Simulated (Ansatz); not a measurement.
# CoSi (P2_13) in Ansatz: reference runs

Reference runs on CoSi: the cell as given and a disturbed copy.

All numbers are computed with Ansatz 0.2.0; they aren't measurements. Logs are shortened: lines on timing, memory, paths and dates and some standing lists are left out, and cuts for length are marked.

## Step 1: The crystal as given

Symmetry: P2_13, No. 198, cubic system. Conventional cell: a = 4.438 Å, b = 4.438 Å, c = 4.438 Å, α = 90.00°, β = 90.00°, γ = 90.00°. Co (site symmetry 3) has 7 Si at 2.28 to 2.47 Å as nearest neighbours. Si (site symmetry 3) is surrounded by 7 Co at 2.28 to 2.47 Å.

## Step 2: Single point, PBE, collinear spin, ferromagnetic start

Input file input.yaml:

```yaml
crystal:
  lattice:
    - [4.438, 0.0, 0.0]
    - [0.0, 4.438, 0.0]
    - [0.0, 0.0, 4.438]
  atoms:
    - { symbol: Co, position: [0.86, 0.64, 0.36], spin: 2.0 }
    - { symbol: Co, position: [0.64, 0.36, 0.86], spin: 2.0 }
    - { symbol: Co, position: [0.36, 0.86, 0.64], spin: 2.0 }
    - { symbol: Co, position: [0.14, 0.14, 0.14], spin: 2.0 }
    - { symbol: Si, position: [0.157, 0.343, 0.657] }
    - { symbol: Si, position: [0.343, 0.657, 0.157] }
    - { symbol: Si, position: [0.657, 0.157, 0.343] }
    - { symbol: Si, position: [0.843, 0.843, 0.843] }
kpoints:
  mp_grid: { grid: [6, 6, 6] }
scf:
  occupations: { method: fermi_dirac, width: 0.05 }
hamiltonian:
  xc: pbe
  pseudopotentials: { kind: all_electron, lapw: { basis_error: 0.001 } }
magnetization:
  spin_polarized: true
output:
  forces: true
  stress: true
  eigenvalues: true
  populations: true
```

Potentials or basis: all-electron LAPW, scalar-relativistic.

The run is started by

```bash
ansatz run input.yaml --threads 4 --pin off --max-ram 14336MiB --backend cpu --events-out ev --progress --plain --runs-dir out
```

The program printed:

```text
Warning: RAYON_NUM_THREADS=4 ignored (pool sized by the plan → 4); use --threads N
Co: projections on atomic orbitals take those of the free atom 1s2 2s2 2p6 3s2 3p6 3d7 4s2, of charge +0.00 (hamiltonian.pseudopotentials.projection_atoms)
Si: projections on atomic orbitals take those of the free atom 1s2 2s2 2p6 3s2 3p2, of charge +0.00 (hamiltonian.pseudopotentials.projection_atoms)
LAPW: plane waves up to 9.040 Å⁻¹, error target 1.0e-3 eV per atom; small_component_spin mean_spin; Si in spheres of 1.044 Å, 12 of its electrons in bands, Dirac shells []; Co in spheres of 1.239 Å, 17 of its electrons in bands, Dirac shells [] (how accurate: hamiltonian.pseudopotentials.lapw.basis_error, Limitations)
Engine: ansatz 0.2.0, x86_64-unknown-linux-gnu
Pseudopotentials: kind: all_electron
Pseudopotential: Co, LAPW, valence charge 17, lapw/all_electron/scalar/gaussian/Co, Koelling and Harmon's equation, gaussian nucleus
Pseudopotential: Si, LAPW, valence charge 12, lapw/all_electron/scalar/gaussian/Si, Koelling and Harmon's equation, gaussian nucleus
Functional definition: PBE
  parameter kappa = 0.804
  parameter beta = 0.06672455060314922
  exchange = pbe_x(kappa = kappa, mu = beta*pi^2/3)
  correlation = pbe_c(beta = beta)
Crystal: 8 atoms, lattice volume = 87.410 Å³
Basis set: ecut = 311.38757855419703 eV, 1045 PW (Γ), exchange–correlation at level 2
Bands: 75, of which v1, the nominal top of the filled ones, is band 58 counted from 1 (57 counted from 0)
Symmetry: 12 space group operations
Space group: P213 (ITA 198), of the structure as read, at distance tolerance 4.4e-5 Å
Magnetic group: BNS 198.9 (UNI 1511), of the structure as read, at distance tolerance 4.4e-5 Å
k-points: 24 of 216 (time reversal used)
Non-local potential: Co, projectors of the file, none
Non-local potential: Si, projectors of the file, none
Initial density: superposition of atomic densities (chi_scale 0.1, normalization cell)
Starting moments: Σ|m| = 8 μB on 4 of 8 sites
Initial wavefunctions: plane waves of lowest kinetic energy (no species holds an atomic orbital)
Functional: x = pbe(κ = 0.804, μ = 0.2195149727645171), c = pbe(β = 0.06672455060314922)
iter 1 solved again at ethr=2.85e-3 eV; its pass at ethr=1.00e-1 eV (dr2=3.31e0 eV) is discarded
SCF iter   1: F=—  HF=-183246.541361 eV  |F-HF|=—  |Δ(HF+E_count)|=         —  Δρ=7.87e-2 (↑5.46e-2 ↓7.87e-2)  dr2=3.30e0  dr2_m=3.23e0  M=0.512 μB ∫|m|=1.331 μB  β_m=0.30  ethr=2.85e-3  ⟨swp⟩=2.0  Hψ=23613  notcnv=0
Mixer restart at iter 1: flushing history
preconditioner: auto → Kerker (q_TF=auto, 2.860 Å⁻¹)  [metal: Δε(μ)=0.050 eV  Ē_g=9.175 eV  σ=0.050 eV  W_gap=0.23  n_scr=32 (ndim 8)  ℏωp=28.6 eV  f_vac=0.000  D(μ)=3.23/eV (n_scr^D=26)]
spin=Collinear: Kerker preconditioning applied to the charge; magnetization (m = ρ↑ − ρ↓) channel mixes plain (no charge-response kernel on spin).
SCF iter   2: F=—  HF=-183245.647272 eV  |F-HF|=—  |Δ(HF+E_count)|=   8.94e-1  Δρ=5.64e-2 (↑4.17e-2 ↓5.64e-2)  dr2=1.61e0  dr2_m=1.74e0  M=0.332 μB ∫|m|=1.006 μB  β_m=0.65  ethr=2.85e-3  ⟨swp⟩=2.0  Hψ=10417  notcnv=0
SCF iter   3: F=—  HF=-183246.628904 eV  |F-HF|=—  |Δ(HF+E_count)|=   9.82e-1  Δρ=2.11e-2 (↑1.83e-2 ↓2.11e-2)  dr2=2.10e0  dr2_m=1.59e-3  M=0.045 μB ∫|m|=0.201 μB  β_m=0.47  ethr=1.39e-3  ⟨swp⟩=2.7  Hψ=10767  notcnv=0
[... 13 lines left out ...]
SCF converged after 12 iterations
Magnetization: 0.0000 μB (58.0000 up, 58.0000 down)
Absolute magnetization: 0.0000 μB (∫|ρ↑−ρ↓|)
Spin contamination: 0.0000 ħ² per cell (⟨S²⟩ above its minimum at these occupations)
Per-site moments (μB) at R_I (Å): [(8.821237251765979e-7, 1.239168807391223), (8.821237251765979e-7, 1.239168807391223), (8.821237251765979e-7, 1.239168807391223), (8.821237251765979e-7, 1.239168807391223), (-1.6123181367788675e-7, 1.0438230793347778), (-1.6123181367788675e-7, 1.0438230793347778), (-1.6123181367788675e-7, 1.0438230793347778), (-1.6123181367788675e-7, 1.0438230793347778)]
Free energy (F): -183244.215162 eV
Harris-Foulkes:  -183244.215162 eV  (|F-HF|=1.16e-10)
Internal energy: -183244.200656 eV  (E = F + TS)
E sigma→0 (E₀):  -183244.207909 eV
Entropy (-TS):   -0.014507 eV (-1.813 meV/atom)
Fermi energy:    17.983055 eV
--- Per-component energies (eV) ---
  E_band       = -3516.775381
  E_kinetic    = 185585.637332
  E_xc         = -8784.195709
  E_electrostatic = -360045.642279  (all electrons and nuclei)
  E_smearing   = -0.014507  (= −TS)
  E_closure    = 0.000000  (closes the sum)
  E_atoms      = -183184.584582  (free atoms, spherical and without spin; not in F)
  Σ components = -183244.215162   (vs F -183244.215162, Δ=0.00e0)
  Basis errors (estimates in eV, not in F): energy 3.4e-4 per atom: plane waves 2.9e-4 (1.6e-4 summed), levels above the bands 9.4e-83, relativity 1.2e-8, radial functions 4.5e-5, core shells 9.4e-10; eigenvalues (radial functions only) 8.5e-7; not estimated: angular momenta, meshes, grids; target (lapw.basis_error) 1.0e-3; muffin-tin radii Si 1.044 Å, Co 1.239 Å
--- Forces (eV/Å), atoms counted from 1 ---
  atom   1  Co    -0.15318455     0.15318455    -0.15318455
  atom   2  Co     0.15318455    -0.15318455    -0.15318455
  atom   3  Co    -0.15318455    -0.15318455     0.15318455
  atom   4  Co     0.15318455     0.15318455     0.15318455
  atom   5  Si     0.02138760    -0.02138760     0.02138760
  atom   6  Si    -0.02138760     0.02138760     0.02138760
  atom   7  Si     0.02138760     0.02138760    -0.02138760
  atom   8  Si    -0.02138760    -0.02138760    -0.02138760
  max |Σ_I F_I| component: 1.18e-16 eV/Å
--- Stress (GPa, compression-positive) ---
       -0.246558       0.000000      -0.000000
        0.000000      -0.246558       0.000000
       -0.000000       0.000000      -0.246558
  P = ⅓ Tr σ = -0.2466 GPa (-2.466 kbar)
--- Band table (eV; the first three rows and the last of 48) ---
  k-point 0 ↑: bands = ["-116.5632", "-116.5625", "-116.5625", "-116.5625", "-76.8908", "-76.8794", "-76.8794", "-76.8794", "-72.6258", "-72.6258", "-72.6258", "-72.6237", "-72.6237", "-72.6229", "-72.6229", "-72.6229", "-72.5784", "-72.5784", "-72.5784", "-72.5764", "-40.2708", "-40.2708", "-40.2708", "-40.2292", "-40.2056", "-40.2056", "-40.2056", "-40.1687", "-40.1687", "-40.1533", "-40.1533", "-40.1533", "4.2595", "9.7481", "9.7481", "9.7481", "12.4451", "12.4451", "12.4451", "14.1725", "14.1725", "14.1725", "14.7251", "14.8350", "14.8350", "15.1603", "15.1603", "15.1603", "15.5934", "15.5934", "15.5934", "17.0351", "17.0351", "17.0351", "17.1686", "17.1686", "17.9344", "17.9344", "17.9344", "20.4052", "20.4052", "20.4052", "20.8652", "20.8652", "21.4707", "21.4707", "21.4707", "22.8625", "23.9824", "23.9824", "23.9824", "26.1714", "26.1714", "26.1714", "27.4300"]
  k-point 1 ↑: bands = ["-116.5632", "-116.5626", "-116.5625", "-116.5625", "-76.8902", "-76.8813", "-76.8792", "-76.8783", "-72.6262", "-72.6260", "-72.6252", "-72.6237", "-72.6236", "-72.6231", "-72.6231", "-72.6228", "-72.5785", "-72.5784", "-72.5781", "-72.5766", "-40.2756", "-40.2718", "-40.2635", "-40.2313", "-40.2131", "-40.2080", "-40.1954", "-40.1681", "-40.1662", "-40.1554", "-40.1553", "-40.1525", "4.4656", "8.6405", "9.8777", "10.4797", "11.9093", "12.5662", "13.1804", "13.4495", "13.7707", "14.5495", "14.8722", "14.8757", "15.0760", "15.1101", "15.1872", "15.1987", "15.4975", "15.5634", "15.8674", "16.8223", "16.8985", "17.1188", "17.1699", "17.2499", "17.6952", "17.8581", "18.3706", "19.7746", "19.9044", "20.1873", "20.3486", "21.2368", "21.7485", "21.7993", "22.1381", "23.1657", "23.5007", "24.7129", "24.9291", "25.2681", "25.2790", "26.1685", "26.8983"]
  k-point 2 ↑: bands = ["-116.5631", "-116.5628", "-116.5625", "-116.5624", "-76.8886", "-76.8837", "-76.8787", "-76.8779", "-72.6264", "-72.6262", "-72.6245", "-72.6236", "-72.6234", "-72.6233", "-72.6233", "-72.6228", "-72.5785", "-72.5784", "-72.5777", "-72.5768", "-40.2774", "-40.2742", "-40.2546", "-40.2371", "-40.2166", "-40.2127", "-40.1839", "-40.1675", "-40.1610", "-40.1600", "-40.1580", "-40.1534", "5.0728", "7.2935", "10.2472", "10.9852", "11.7524", "12.7006", "12.7951", "13.1848", "14.0177", "14.1883", "14.8380", "14.9908", "15.1392", "15.1902", "15.2603", "15.3058", "15.4658", "15.7930", "15.9700", "16.4720", "16.8516", "17.0044", "17.1965", "17.2841", "17.5471", "17.6562", "18.8038", "19.3183", "19.4455", "19.6296", "20.8013", "21.7130", "22.1027", "22.2019", "22.7072", "23.5032", "23.6133", "23.9005", "24.1739", "25.0699", "26.3333", "27.1542", "27.4665"]
  k-point 23 ↓: bands = ["-116.5627", "-116.5627", "-116.5627", "-116.5627", "-76.8823", "-76.8823", "-76.8823", "-76.8823", "-72.6256", "-72.6256", "-72.6256", "-72.6256", "-72.6228", "-72.6228", "-72.6228", "-72.6228", "-72.5778", "-72.5778", "-72.5778", "-72.5778", "-40.2642", "-40.2642", "-40.2642", "-40.2642", "-40.1976", "-40.1976", "-40.1976", "-40.1976", "-40.1526", "-40.1526", "-40.1526", "-40.1526", "8.4847", "8.4847", "8.4847", "8.4847", "10.9821", "10.9821", "10.9821", "10.9821", "14.9157", "14.9157", "14.9157", "14.9157", "15.0778", "15.0778", "15.0778", "15.0778", "16.5952", "16.5952", "16.5952", "16.5952", "16.7210", "16.7210", "16.7210", "16.7210", "17.7331", "17.7331", "17.7331", "17.7331", "23.2523", "23.2523", "23.2523", "23.2523", "23.6259", "23.6259", "23.6259", "23.6259", "25.6686", "25.6686", "25.6686", "25.6686", "27.2789", "27.2789", "27.2789"]
--- Löwdin populations: 8 sites ---
  site symbol       q [e]    m [muB]
     0     Co     26.5740     0.0000
     1     Co     26.5740     0.0000
     2     Co     26.5740     0.0000
     3     Co     26.5740     0.0000
     4     Si     14.1619    -0.0000
     5     Si     14.1619    -0.0000
     6     Si     14.1619    -0.0000
     7     Si     14.1619    -0.0000
  spilling = 0.006443 (of n_electrons = 164.000000)
```

Wall time 82 s (4 threads of Intel Xeon Platinum 8375C at 2.90GHz (Ice Lake), shared host); peak memory 1.3 GiB.

What came out:

```
Free energy            : -183244.2152 eV
Pressure               : -0.2 GPa
Largest force          : 0.265 eV/Å
Band gap on the k mesh : none (metal or under the smearing width)
Net moment             : 0.00 μB per cell
Absolute moment        : 0.00 μB per cell
```

Forces in eV/Å, atoms in the order of the input:
```
Co  -0.153  0.153 -0.153
Co   0.153 -0.153 -0.153
Co  -0.153 -0.153  0.153
Co   0.153  0.153  0.153
Si   0.021 -0.021  0.021
Si  -0.021  0.021  0.021
Si   0.021  0.021 -0.021
Si  -0.021 -0.021 -0.021
```

Caveat: the starting moments collapsed, and a magnetic state may lie lower; the starting moments weren't kept.

## Step 3: Single point, PBE, collinear spin, ferromagnetic start (atoms moved at random, drawn with an rms of 0.05 Å)

Input file input.yaml:

```yaml
crystal:
  lattice:
    - [4.438, 0.0, 0.0]
    - [0.0, 4.438, 0.0]
    - [0.0, 0.0, 4.438]
  atoms:
    - { symbol: Co, position: [0.859259, 0.649793, 0.372913], spin: 2.0 }
    - { symbol: Co, position: [0.629182, 0.364101, 0.866296], spin: 2.0 }
    - { symbol: Co, position: [0.358158, 0.855924, 0.636336], spin: 2.0 }
    - { symbol: Co, position: [0.139602, 0.136953, 0.147878], spin: 2.0 }
    - { symbol: Si, position: [0.162286, 0.336115, 0.66315] }
    - { symbol: Si, position: [0.340917, 0.650033, 0.154665] }
    - { symbol: Si, position: [0.656078, 0.17176, 0.345053] }
    - { symbol: Si, position: [0.845516, 0.83864, 0.831551] }
kpoints:
  mp_grid: { grid: [6, 6, 6] }
scf:
  occupations: { method: fermi_dirac, width: 0.05 }
hamiltonian:
  xc: pbe
  pseudopotentials: { kind: all_electron, lapw: { basis_error: 0.001 } }
magnetization:
  spin_polarized: true
output:
  forces: true
  stress: true
  eigenvalues: true
  populations: true
```

Potentials or basis: all-electron LAPW, scalar-relativistic.

The run is started by

```bash
ansatz run input.yaml --threads 4 --pin off --max-ram 14336MiB --backend cpu --events-out ev --progress --plain --runs-dir out
```

The program printed:

```text
Warning: RAYON_NUM_THREADS=4 ignored (pool sized by the plan → 4); use --threads N
Co: projections on atomic orbitals take those of the free atom 1s2 2s2 2p6 3s2 3p6 3d7 4s2, of charge +0.00 (hamiltonian.pseudopotentials.projection_atoms)
Si: projections on atomic orbitals take those of the free atom 1s2 2s2 2p6 3s2 3p2, of charge +0.00 (hamiltonian.pseudopotentials.projection_atoms)
LAPW: plane waves up to 9.458 Å⁻¹, error target 1.0e-3 eV per atom; small_component_spin mean_spin; Si in spheres of 1.010 Å, 12 of its electrons in bands, Dirac shells []; Co in spheres of 1.192 Å, 17 of its electrons in bands, Dirac shells [] (how accurate: hamiltonian.pseudopotentials.lapw.basis_error, Limitations)
[... 5 set-up lines as earlier in the session ...]
[... 79 lines left out ...]
  k-point 2 ↑: bands = ["-116.5899", "-116.5578", "-116.5361", "-116.5260", "-76.9305", "-76.8855", "-76.8709", "-76.8639", "-72.6542", "-72.6471", "-72.6201", "-72.6160", "-72.6063", "-72.6050", "-72.5908", "-72.5890", "-72.5876", "-72.5750", "-72.5503", "-72.5360", "-40.3157", "-40.2641", "-40.2582", "-40.2438", "-40.2319", "-40.2144", "-40.2035", "-40.1875", "-40.1728", "-40.1606", "-40.1453", "-40.1366", "5.0754", "7.2989", "10.2804", "10.9661", "11.7517", "12.6761", "12.8356", "13.1800", "13.9927", "14.1733", "14.7583", "14.9646", "15.0946", "15.1778", "15.2323", "15.3073", "15.4591", "15.7852", "15.9976", "16.4546", "16.8294", "16.9597", "17.1823", "17.2637", "17.5528", "17.6667", "18.8388", "19.3238", "19.4201", "19.6422", "20.7814", "21.7020", "22.0836", "22.2527", "22.7476", "23.4413", "23.5926", "23.8876", "24.2293", "25.1789", "26.3312", "27.1522", "27.4290"]
  k-point 111 ↓: bands = ["-116.5898", "-116.5578", "-116.5361", "-116.5260", "-76.9303", "-76.8850", "-76.8682", "-76.8675", "-72.6542", "-72.6470", "-72.6201", "-72.6160", "-72.6057", "-72.6054", "-72.5907", "-72.5891", "-72.5875", "-72.5750", "-72.5503", "-72.5360", "-40.3143", "-40.2705", "-40.2616", "-40.2352", "-40.2321", "-40.2159", "-40.2032", "-40.1915", "-40.1720", "-40.1611", "-40.1470", "-40.1311", "8.3383", "8.4089", "8.4925", "8.7497", "10.9140", "10.9227", "10.9859", "11.0630", "14.7885", "14.8919", "14.9276", "14.9492", "14.9571", "15.0471", "15.0994", "15.1606", "16.4569", "16.5248", "16.5858", "16.6088", "16.6670", "16.7157", "16.7763", "16.8154", "17.6550", "17.7003", "17.7760", "17.8193", "23.0835", "23.1272", "23.2224", "23.4773", "23.5111", "23.5646", "23.6822", "23.7246", "25.5706", "25.6912", "25.7868", "25.8429", "27.2008", "27.2284", "27.2829"]
--- Löwdin populations: 8 sites ---
  site symbol       q [e]    m [muB]
     0     Co     26.5789     0.0000
     1     Co     26.5810    -0.0000
     2     Co     26.5720     0.0000
     3     Co     26.5702     0.0000
     4     Si     14.1529    -0.0000
     5     Si     14.1632    -0.0000
     6     Si     14.1637    -0.0000
     7     Si     14.1637    -0.0000
  spilling = 0.006429 (of n_electrons = 164.000000)
```

populations.tsv:

```text
# site	symbol	l	j	q_up	q_dn
# orbitals = lowdin
# n_electrons = 164.000000
# spilling = 0.006429
# projection_atom_Co: 1s2 2s2 2p6 3s2 3p6 3d7 4s2
# projection_atom_Si: 1s2 2s2 2p6 3s2 3p2
0	Co	0_1S	-	0.999986	0.999986
0	Co	0_2S	-	0.999247	0.999247
0	Co	0_3S	-	0.982327	0.982327
0	Co	0_4S	-	0.264780	0.264781
0	Co	1_2P	-	2.999994	2.999994
0	Co	1_3P	-	2.997451	2.997451
0	Co	2_3D	-	4.045674	4.045673
1	Co	0_1S	-	0.999985	0.999985
1	Co	0_2S	-	0.999222	0.999222
1	Co	0_3S	-	0.981765	0.981765
1	Co	0_4S	-	0.262745	0.262745
1	Co	1_2P	-	2.999993	2.999993
1	Co	1_3P	-	2.997332	2.997332
1	Co	2_3D	-	4.049446	4.049446
2	Co	0_1S	-	0.999986	0.999986
2	Co	0_2S	-	0.999260	0.999260
2	Co	0_3S	-	0.982600	0.982600
2	Co	0_4S	-	0.263289	0.263289
2	Co	1_2P	-	2.999994	2.999994
2	Co	1_3P	-	2.997629	2.997629
2	Co	2_3D	-	4.043261	4.043261
3	Co	0_1S	-	0.999986	0.999986
3	Co	0_2S	-	0.999268	0.999268
3	Co	0_3S	-	0.982765	0.982765
3	Co	0_4S	-	0.263109	0.263109
3	Co	1_2P	-	2.999994	2.999994
3	Co	1_3P	-	2.997638	2.997638
3	Co	2_3D	-	4.042341	4.042340
4	Si	0_1S	-	0.999939	0.999939
4	Si	0_2S	-	0.994906	0.994906
4	Si	0_3S	-	0.631422	0.631422
4	Si	1_2P	-	2.998483	2.998483
4	Si	1_3P	-	1.451691	1.451691
5	Si	0_1S	-	0.999939	0.999939
5	Si	0_2S	-	0.994941	0.994941
5	Si	0_3S	-	0.634615	0.634615
5	Si	1_2P	-	2.998497	2.998497
5	Si	1_3P	-	1.453597	1.453597
6	Si	0_1S	-	0.999940	0.999940
6	Si	0_2S	-	0.995008	0.995008
6	Si	0_3S	-	0.636707	0.636707
6	Si	1_2P	-	2.998515	2.998515
6	Si	1_3P	-	1.451697	1.451698
7	Si	0_1S	-	0.999939	0.999939
7	Si	0_2S	-	0.994959	0.994959
7	Si	0_3S	-	0.637637	0.637637
7	Si	1_2P	-	2.998514	2.998514
7	Si	1_3P	-	1.450799	1.450799
```

It took 7.1 min on 4 threads of Intel Xeon Platinum 8375C at 2.90GHz (Ice Lake), shared host; peak memory 3.1 GiB.

Results:

- Free energy: -183244.0638 eV
- Pressure: 1.0 GPa
- Largest force: 1.125 eV/Å
- Band gap on the k mesh: none (metal or under the smearing width)
- Net moment: 0.00 μB per cell
- Absolute moment: 0.00 μB per cell

Forces in eV/Å, atoms in the order of the input:
```
Co   0.012 -0.527 -0.984
Co   0.952 -0.424 -0.419
Co   0.031  0.036  0.282
Co  -0.094  0.142 -0.160
Si  -0.515  0.206 -0.298
Si  -0.269  0.622  0.435
Si  -0.045 -0.586  0.156
Si  -0.072  0.532  0.989
```

Stress tensor (GPa, compression positive):
```
 0.89 -0.71 -0.32
-0.71  0.58  1.32
-0.32  1.32  1.62
```

Caveat: the starting moments collapsed, and a magnetic state may lie lower; the starting moments weren't kept.
